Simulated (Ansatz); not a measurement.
## Which of these structures of Si lies lowest?

Computed with DFT, PBE, all-electron LAPW, scalar-relativistic (Ansatz 0.2.0).

Each cell is taken as listed (from a database or a relaxation; residual pressures are under 0.6 GPa and forces under 0.08 eV/Å), on meshes of about 0.2 Å⁻¹ spacing; energies are extrapolated to zero smearing, with no zero-point or thermal terms. Other structures, the observed one among them, may be missing from this set and lie lower. No run is spin-polarised.

Q: Order the structures by energy per atom, lowest first, and give the differences.
A.
```cif
data_structure
_symmetry_space_group_name_H-M 'Pm-3m'
_symmetry_Int_Tables_number 221
_cell_length_a 2.5324
_cell_length_b 2.5324
_cell_length_c 2.5324
_cell_angle_alpha 90.000
_cell_angle_beta 90.000
_cell_angle_gamma 90.000
_cell_volume 16.24
loop_
_atom_site_label
_atom_site_type_symbol
_atom_site_symmetry_multiplicity
_atom_site_Wyckoff_symbol
_atom_site_fract_x
_atom_site_fract_y
_atom_site_fract_z
_atom_site_occupancy
Si1 Si 1 a 0.00000 0.00000 0.00000 1
```
(sc type, relaxed by us; 14×14×14 mesh on the primitive cell, smearing 0.03 eV, P = 0.0 GPa)
B.
```cif
data_structure
_symmetry_space_group_name_H-M 'Fd-3m:1'
_symmetry_Int_Tables_number 227
_cell_length_a 5.4698
_cell_length_b 5.4698
_cell_length_c 5.4698
_cell_angle_alpha 90.000
_cell_angle_beta 90.000
_cell_angle_gamma 90.000
_cell_volume 163.65
loop_
_atom_site_label
_atom_site_type_symbol
_atom_site_symmetry_multiplicity
_atom_site_Wyckoff_symbol
_atom_site_fract_x
_atom_site_fract_y
_atom_site_fract_z
_atom_site_occupancy
Si1 Si 8 b 0.00000 0.00000 0.50000 1
```
(diamond type, relaxed by us; 13×13×13 mesh on the primitive cell, smearing 0.05 eV, P = 0.0 GPa)
C.
```cif
data_structure
_symmetry_space_group_name_H-M 'Im-3m'
_symmetry_Int_Tables_number 229
_cell_length_a 3.0830
_cell_length_b 3.0830
_cell_length_c 3.0830
_cell_angle_alpha 90.000
_cell_angle_beta 90.000
_cell_angle_gamma 90.000
_cell_volume 29.30
loop_
_atom_site_label
_atom_site_type_symbol
_atom_site_symmetry_multiplicity
_atom_site_Wyckoff_symbol
_atom_site_fract_x
_atom_site_fract_y
_atom_site_fract_z
_atom_site_occupancy
Si1 Si 2 a 0.00000 0.00000 0.00000 1
```
(bcc type, relaxed by us; 18×18×18 mesh on the primitive cell, smearing 0.05 eV, P = 0.0 GPa)

A: B (0 meV/atom), A (343 meV/atom), C (523 meV/atom).
